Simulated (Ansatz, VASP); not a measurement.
Hg in VASP and in Ansatz

```
CELL_PARAMETERS angstrom
-2.04930 2.04930 1.83830
2.04930 -2.04930 1.83830
2.04930 2.04930 -1.83830
ATOMIC_POSITIONS crystal
Hg 0.00000 0.00000 0.00000
```

Change from the starting cell: z stretched by +2 % at fixed volume, crystal datasets.

Alike in both runs: task electric field gradients; functional r2SCAN; k mesh 13 × 13 × 13; occupations fermi-dirac, width 0.08 eV; no spin polarisation.

```csv
,VASP,Ansatz
version,VASP 6.6.1,Ansatz 0.2.0
potentials or method,"VASP PAW PBE potentials, release 64 (Hg), cutoff 520 eV","all-electron PAW with datasets made for the crystal, scalar-relativistic"
```

```tsv
	VASP	Ansatz	Ansatz less VASP
pressure (GPa)	-1.4	-1.4	-0.07
largest component of the traceless stress (GPa)	0.14	0.14	+0.003
Vzz of the field gradient on the site that differs most (V/Å²)	1.0	0.9	-0.16
```

Ansatz ran all-electron here, so the differences hold the error of VASP's frozen core and of both bases. Ansatz warned: «gradients_without_spin_orbit».

Caveats: the PAW data sets were made with another functional, which shifts forces and pressure a little (VASP). The runs have no spin-orbit coupling, so splittings on Hg are missing.
